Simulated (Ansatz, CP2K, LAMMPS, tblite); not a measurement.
**CP2K on InP with crystalline order left by the classical run (76 atoms): settings against a plane-wave reference**

Wanted: CP2K inputs and outputs for InP with crystalline order left by the classical run (76 atoms), checked against a plane-wave reference.

Method: the method is named at each step, in CP2K 2026.2.

## Step 1: Starting point

The cell holds 76 atoms: 38 In and 38 P. Its edges and angles: a = 12.384 Å, b = 12.384 Å, c = 12.384 Å, α = 90.0°, β = 90.0°, γ = 90.0°. 76 atoms (38 In, 38 P) placed at random at 4.84 g/cm³, melted at 2500 K for 10 ps at fixed volume with the Vashishta potential (Branicio, Rino, Gan and Tsuzuki, J. Phys.: Condens. Matter 21, 095002 (2009)). Quenched from 2500 K to 100 K at 10 K/ps and fixed volume, held 5 ps.

The yardstick, on the same geometry:

- method: Kohn-Sham DFT, PBE, PAW, plane waves (Ansatz 0.2.0); cutoff 420 eV, Γ point, fermi-dirac smearing of 0.05 eV; PAW set soft_2
- r.m.s. force component: 0.1889 eV/Å
- longest force: 0.5691 eV/Å
- pressure: -0.6574 GPa
- SCF cycles: 9
- time: 29 s on 4 threads of Arm Neoverse V2, shared host
- CPU time: 1.8 min

## Step 2: PBE, DZVP-MOLOPT-SR, 800/60 Ry, diagonalisation

Method: Kohn-Sham DFT, PBE, GTH-PBE pseudopotentials, Gaussian and plane waves, DZVP-MOLOPT-SR-GTH, diagonalisation.

File input.inp:

```
&GLOBAL
  PROJECT cell
  RUN_TYPE ENERGY_FORCE
  PRINT_LEVEL LOW
&END GLOBAL
&FORCE_EVAL
  METHOD QS
  STRESS_TENSOR ANALYTICAL
  &DFT
    BASIS_SET_FILE_NAME BASIS_MOLOPT
    POTENTIAL_FILE_NAME GTH_POTENTIALS
    &MGRID
      CUTOFF 800
      REL_CUTOFF 60
      NGRIDS 5
    &END MGRID
    &QS
      EPS_DEFAULT 1.0E-12
    &END QS
    &SCF
      SCF_GUESS ATOMIC
      EPS_SCF 1.0E-06
      MAX_SCF 200
      ADDED_MOS 53
      &DIAGONALIZATION
        ALGORITHM STANDARD
      &END DIAGONALIZATION
      &SMEAR ON
        METHOD FERMI_DIRAC
        ELECTRONIC_TEMPERATURE [K] 580
      &END SMEAR
      &MIXING
        METHOD BROYDEN_MIXING
        ALPHA 0.15
        NBROYDEN 8
      &END MIXING
      &PRINT
        &RESTART OFF
        &END RESTART
      &END PRINT
    &END SCF
    &XC
      &XC_FUNCTIONAL PBE
      &END XC_FUNCTIONAL
    &END XC
    &PRINT
      &MULLIKEN ON
      &END MULLIKEN
      &HIRSHFELD ON
        SHAPE_FUNCTION DENSITY
      &END HIRSHFELD
      &MO ON
        EIGENVALUES T
        OCCUPATION_NUMBERS T
        MO_INDEX_RANGE 331 354
        &EACH
          QS_SCF 0
        &END EACH
        ADD_LAST NUMERIC
      &END MO
    &END PRINT
  &END DFT
  &SUBSYS
    &CELL
      A 12.38380 0.00000 0.00000
      B 0.00000 12.38380 0.00000
      C 0.00000 0.00000 12.38380
    &END CELL
    &COORD
      SCALED
      In 0.47786 0.34236 0.18026
      In 0.39611 0.89265 0.04136
      In 0.73839 0.49928 0.28202
      In 0.18145 0.36654 0.35795
      In 0.00543 0.65770 0.38519
      In 0.76137 0.31655 0.98676
      In 0.55282 0.79383 0.30004
      In 0.42148 0.70865 0.75034
      In 0.20864 0.18504 0.06726
      In 0.05548 0.29436 0.80577
      In 0.78922 0.13009 0.70346
      In 0.25818 0.81380 0.49469
      In 0.94774 0.02462 0.96092
      In 0.10856 0.92534 0.22899
      In 0.52854 0.97673 0.59291
      In 0.07661 0.10677 0.51266
      In 0.24011 0.99881 0.77953
      In 0.49353 0.15857 0.88530
      In 0.36579 0.08084 0.32811
      In 0.45228 0.52588 0.46223
      In 0.97757 0.83490 0.67091
      In 0.13101 0.73922 0.93951
      In 0.31586 0.44940 0.90996
      In 0.87279 0.58404 0.83172
      In 0.71247 0.68401 0.56938
      In 0.65783 0.05364 0.14165
      In 0.03160 0.46818 0.09094
      In 0.33682 0.26457 0.62485
      In 0.57355 0.60318 0.02343
      In 0.60298 0.41895 0.72741
      In 0.28850 0.63438 0.20183
      In 0.84614 0.76045 0.12390
      In 0.89174 0.39871 0.54635
      In 0.81590 0.94347 0.40998
      In 0.62967 0.23399 0.43663
      In 0.92069 0.21136 0.24866
      In 0.68142 0.86259 0.85674
      In 0.15764 0.55005 0.64198
      P 0.46728 0.08838 0.07739
      P 0.41737 0.45825 0.65218
      P 0.49033 0.90234 0.78867
      P 0.54206 0.53344 0.21271
      P 0.20386 0.93210 0.97414
      P 0.43376 0.27317 0.37241
      P 0.09354 0.66505 0.12846
      P 0.35800 0.82457 0.23368
      P 0.52174 0.72478 0.49344
      P 0.14412 0.29624 0.55029
      P 0.60052 0.16952 0.63048
      P 0.64551 0.79575 0.04869
      P 0.62494 0.98463 0.33896
      P 0.91454 0.95436 0.16149
      P 0.33309 0.00621 0.52545
      P 0.07109 0.84768 0.41740
      P 0.22454 0.74293 0.68132
      P 0.30064 0.19605 0.81525
[... 16 atom lines left out ...]
      P 0.83791 0.50977 0.02755
      P 0.69725 0.42953 0.47692
      P 0.67973 0.61160 0.75930
      P 0.77508 0.87816 0.60598
    &END COORD
    &KIND In
      BASIS_SET DZVP-MOLOPT-SR-GTH-q13
      POTENTIAL GTH-PBE-q13
    &END KIND
    &KIND P
      BASIS_SET DZVP-MOLOPT-SR-GTH-q5
      POTENTIAL GTH-PBE-q5
    &END KIND
  &END SUBSYS
  &PRINT
    &FORCES ON
    &END FORCES
    &STRESS_TENSOR ON
    &END STRESS_TENSOR
  &END PRINT
&END FORCE_EVAL
```

Launch:

```
> OMP_NUM_THREADS=2 cp2k.psmp -i input.inp > output.txt
```

Numbers of over 12 decimals in the logs are rounded to 6 here.

Output:

```text
CP2K| version string:                                       CP2K version 2026.2
 CP2K| Input file name                                                 input.inp
 GLOBAL| Basis set file name                                        BASIS_MOLOPT
 GLOBAL| Potential file name                                      GTH_POTENTIALS
 GLOBAL| Run type                                                   ENERGY_FORCE
 GLOBAL| Total number of message passing processes                             1
 GLOBAL| Number of threads for this process                                    2
 TOTAL NUMBERS AND MAXIMUM NUMBERS
  Total number of            - Atomic kinds:                                   2
                             - Atoms:                                         76
                             - Shell sets:                                    76
                             - Shells:                                       456
                             - Primitive Cartesian functions:                380
                             - Cartesian basis functions:                   1672
                             - Spherical basis functions:                   1444
  Maximum angular momentum of- Orbital basis functions:                        3
                             - Local part of the GTH pseudopotential:          0
                             - Non-local part of the GTH pseudopotential:      4
 SCF PARAMETERS         Density guess:                                    ATOMIC
                        max_scf:                                             200
                        eps_scf:                                        1.00E-06
                        added MOs                                        53    0
                        Mixing method:                            BROYDEN_MIXING
                                                charge density mixing in g-space
                        Smear method:                                FERMI_DIRAC
                        Electronic temperature [K]:                        580.0
                        Electronic temperature [a.u.]:                  1.84E-03
                        Accuracy threshold:                             1.00E-10
 Extrapolation method: initial_guess
 Number of electrons:                                                        684
 Number of occupied orbitals:                                                342
 Number of molecular orbitals:                                               395
 Number of orbital functions:                                               1444
 Number of independent orbital functions:                                   1444
 SCF WAVEFUNCTION OPTIMIZATION
  Step     Update method      Time    Convergence         Total energy    Change
     1 NoMix/Diag. 0.15E+00   11.5     1.36431047     -2392.6728130824 -2.39E+03
     2 Broy./Diag. 0.15E+00   14.7     0.07866441     -2388.8686567925  3.80E+00
     3 Broy./Diag. 0.15E+00   15.0     0.23423764     -2389.6187299682 -7.50E-01
     4 Broy./Diag. 0.15E+00   14.8     0.02665536     -2390.7117352116 -1.09E+00
[...]
17 Broy./Diag. 0.15E+00   15.2     0.00000123     -2389.9004363571 -1.81E-05
    18 Broy./Diag. 0.15E+00   15.2     0.00000056     -2389.9004431480 -6.79E-06
  *** SCF run converged in    18 steps ***
  Electronic density on regular grids:       -683.9999999999        0.0000000001
  Core density on regular grids:              683.9999999992       -0.0000000008
  Total charge density on r-space grids:       -0.0000000007
  Total charge density g-space grids:          -0.0000000007
  Overlap energy of the core charge distribution:               1.72832e-09
  Self energy of the core charge distribution:              -4041.369949
  Core Hamiltonian energy:                                   1202.337697
  Hartree energy:                                             794.607904
  Exchange-correlation energy:                               -345.464358
  Electronic entropic energy:                                  -0.011737
  Fermi energy:                                                 0.183526
  Total energy:                                             -2389.900443
  Total energy (extrapolated to T->0):                      -2389.894575
 MO| EIGENVALUES AND OCCUPATION NUMBERS
 MO|
 MO|  Index      Eigenvalue [a.u.]        Eigenvalue [eV]             Occupation
 MO|    331               0.154776               4.211678               2.000000
 MO|    332               0.155714               4.237203               1.999999
 MO|    333               0.156146               4.248940               1.999999
[...]
MO|    353               0.204095               5.553696               0.000027
 MO|    354               0.204751               5.571553               0.000019
 MO| Sum:                                                             684.000000
 MO| E(Fermi):            0.183526 a.u.          4.994004 eV
 !-----------------------------------------------------------------------------!
                     Mulliken Population Analysis
 #  Atom  Element  Kind  Atomic population                           Net charge
       1     In       1         12.743077                              0.256923
       2     In       1         12.755958                              0.244042
       3     In       1         12.728882                              0.271118
[...]
75     P        2          5.246164                             -0.246164
      76     P        2          5.270319                             -0.270319
 # Total charge                            684.000000                  0.000000
 !-----------------------------------------------------------------------------!
 !-----------------------------------------------------------------------------!
                           Hirshfeld Charges
  #Atom  Element  Kind  Ref Charge     Population                    Net charge
      1       In     1      13.000         12.757                         0.243
      2       In     1      13.000         12.764                         0.236
      3       In     1      13.000         12.756                         0.244
[...]
75       P      2       5.000          5.239                        -0.239
     76       P      2       5.000          5.247                        -0.247
  Total Charge                                                            0.000
 !-----------------------------------------------------------------------------!
 ENERGY| Total FORCE_EVAL ( QS ) energy [hartree]          -2389.900445
 FORCES| Atomic forces [hartree/bohr]
 FORCES|   Atom     x               y               z               |f|
 FORCES|      1 -7.80859839E-03 -4.60720935E-03 -3.24155427E-03   9.62851291E-03
 FORCES|      2  3.10854334E-03  1.93439454E-03 -8.29955864E-04   3.75416444E-03
 FORCES|      3 -9.44523407E-04  1.22366288E-03  2.17102981E-03   2.66511646E-03
[...]
FORCES|     75  4.89459432E-04 -3.19095234E-03 -8.66727709E-06   3.22828476E-03
 FORCES|     76  6.69055758E-03  5.81641410E-04 -2.94880144E-04   6.72226314E-03
 FORCES| Sum    -1.47116680E-05 -9.48301764E-06  3.40227085E-05
 FORCES| Total atomic force                                       3.82610180E-05
 STRESS| Analytical stress tensor [bar]
 STRESS|                        x                   y                   z
 STRESS|      x       -2.99387517427E+03   1.40121747003E+04   1.27717190987E+04
 STRESS|      y        1.40121747003E+04  -9.91496686614E+02  -1.29448778613E+04
 STRESS|      z        1.27717190987E+04  -1.29448778613E+04  -2.08364297184E+03
 STRESS| 1/3 Trace                                            -2.02300494424E+03
```

Elapsed: 5.6 min, on 2 threads of Arm Neoverse V2, shared host; peak memory 7 GiB.

Banners, paths, timers and routine set-up lines are dropped from the logs unmarked, and long logs keep their key lines alone; longer cuts are marked.

Numbers from this run, and their distance from the reference:

```yaml
r_m_s_force_component: 0.1919 eV/Å
r_m_s_difference_of_force_components: 20.48 meV/Å
longest_difference_of_force_vectors: 47.76 meV/Å
force_difference_over_r_m_s_force: 10.84 %
slope_of_forces_against_the_reference_s: 1.01
correlation_of_force_components: 0.9943
pressure: -0.2023 GPa
pressure_difference: 0.4551 GPa
```

Length of the force difference by element (eV/Å):

```csv
element,atoms,mean,most
In,38,0.035,0.048
P,38,0.035,0.045
```

A closer look about P72, picked at random: 13 atoms, nearest first, numbered in the order of the input, with positions taken from that point.

```csv
atom,x,y,z,distance (Å),bonds,Hirshfeld charge (e),Fx,Fy,Fz (eV/Å)
P72,0.00,0.00,0.00,0.00,3,-0.24,-0.123,0.189,-0.460
In23,2.36,-0.42,0.82,2.53,3,0.24,0.231,0.055,0.278
In10,-0.86,-2.34,-0.47,2.54,3,0.24,0.091,-0.139,0.062
In38,0.40,0.82,-2.50,2.66,3,0.24,0.180,-0.070,0.378
In27,-1.16,-0.19,3.06,3.28,3,0.24,0.109,0.146,0.000
In24,-3.13,1.25,-0.15,3.37,3,0.24,-0.261,-0.438,0.264
In22,0.07,3.17,1.18,3.38,3,0.25,-0.073,0.128,-0.028
P57,1.90,-1.33,3.20,3.95,3,-0.24,0.287,0.021,0.049
P64,3.20,2.01,1.25,3.98,3,-0.24,0.090,-0.223,0.037
P55,1.23,3.21,-2.01,3.99,3,-0.24,0.140,-0.239,0.406
P59,-1.35,-3.31,1.86,4.03,3,-0.25,0.075,0.032,0.175
P66,-3.23,-2.04,-1.35,4.05,3,-0.24,-0.098,0.127,0.046
P65,-1.96,1.36,-3.27,4.05,3,-0.24,-0.242,-0.087,-0.086
```

Forces lie 11 % from the reference's, at 5.3 times its CPU time (on 2 against 4 cores).

## Step 3: PBE, TZVP-UZH, 800/60 Ry, diagonalisation

Method: Kohn-Sham DFT, PBE, GTH-PBE pseudopotentials, Gaussian and plane waves, TZVP-MOLOPT (UZH set), diagonalisation.

input.inp: that of step 2 with these lines changed.

```diff
@@ -9,4 +9,4 @@
   &DFT
-    BASIS_SET_FILE_NAME BASIS_MOLOPT
-    POTENTIAL_FILE_NAME GTH_POTENTIALS
+    BASIS_SET_FILE_NAME BASIS_MOLOPT_UZH
+    POTENTIAL_FILE_NAME POTENTIAL_UZH
     &MGRID
@@ -73,3 +73,3 @@
     &KIND In
-      BASIS_SET DZVP-MOLOPT-SR-GTH-q13
+      BASIS_SET TZVP-MOLOPT-PBE-GTH-q13
       POTENTIAL GTH-PBE-q13
@@ -77,3 +77,3 @@
     &KIND P
-      BASIS_SET DZVP-MOLOPT-SR-GTH-q5
+      BASIS_SET TZVP-MOLOPT-PBE-GTH-q5
       POTENTIAL GTH-PBE-q5
```

Output:

```text
CP2K| version string:                                       CP2K version 2026.2
 CP2K| Input file name                                                 input.inp
 GLOBAL| Basis set file name                                    BASIS_MOLOPT_UZH
 GLOBAL| Potential file name                                       POTENTIAL_UZH
 GLOBAL| Run type                                                   ENERGY_FORCE
 GLOBAL| Total number of message passing processes                             1
 GLOBAL| Number of threads for this process                                    2
[... lines left out ...]
                        Smear method:                                FERMI_DIRAC
[... lines left out ...]
 Number of electrons:                                                        684
[... lines left out ...]
  Step     Update method      Time    Convergence         Total energy    Change
[... lines left out ...]
  *** SCF run converged in    17 steps ***
[... lines left out ...]
  Fermi energy:                                                 0.183383
  Total energy:                                             -2390.093498
  Total energy (extrapolated to T->0):                      -2390.087854
[... lines left out ...]
 MO| E(Fermi):            0.183383 a.u.          4.990109 eV
[... lines left out ...]
     76       P      2       5.000          5.248                        -0.248
  Total Charge                                                            0.000
 !-----------------------------------------------------------------------------!
 ENERGY| Total FORCE_EVAL ( QS ) energy [hartree]          -2390.093388
 FORCES| Atomic forces [hartree/bohr]
 FORCES|   Atom     x               y               z               |f|
 FORCES|      1 -7.68169954E-03 -4.63252725E-03 -3.30668025E-03   9.56048905E-03
 FORCES|      2  3.13487903E-03  1.84935069E-03 -8.88086520E-04   3.74649999E-03
 FORCES|      3 -8.81309724E-04  1.16810500E-03  2.08827539E-03   2.54991573E-03
[...]
FORCES|     75  3.59125733E-04 -3.12377948E-03  5.87688674E-05   3.14490434E-03
 FORCES|     76  6.60478112E-03  6.38599757E-04 -2.59828965E-04   6.64066672E-03
 FORCES| Sum    -1.47867482E-05 -9.58757949E-06  3.41232300E-05
 FORCES| Total atomic force                                       3.84052656E-05
 STRESS| Analytical stress tensor [bar]
 STRESS|                        x                   y                   z
 STRESS|      x       -2.97695137788E+03   1.42373222554E+04   1.30166722754E+04
 STRESS|      y        1.42373222554E+04  -1.01026481807E+03  -1.31880987118E+04
 STRESS|      z        1.30166722754E+04  -1.31880987118E+04  -2.09010757047E+03
 STRESS| 1/3 Trace                                            -2.02577458881E+03
```

The job ended after 7.9 min (2 threads; peak memory 7.1 GiB).

Numbers from this run, and their distance from the reference:

| Item | Value |
| --- | --- |
| r.m.s. force component | 0.1902 eV/Å |
| r.m.s. difference of force components | 23.55 meV/Å |
| longest difference of force vectors | 50.89 meV/Å |
| force difference over r.m.s. force | 12.47 % |
| slope of forces against the reference's | 0.9993 |
| correlation of force components | 0.9923 |
| pressure | -0.2026 GPa |
| pressure difference | 0.4548 GPa |

Against the first run (11 %), the force difference from the reference is 12 %, at 1.4 times the CPU time, with 1938 basis functions against 1444; this set comes with other potentials too, so the change isn't the basis's alone.

(Part 1 of 3 ends here.)

[Also dropped from logs without a mark: logging warnings of Python, and SIESTA's first energy breakdown and zero terms.]

[Logs are printed without paths, hosts, clocks, repeated set-up lines and the standing remarks that a program may print on its own settings, such as how far it seeks lower states.]

[Hosts, paths, dates, database ids (printed as entryN), source tags and the programs' standing remarks are cut or masked in the printed files.]
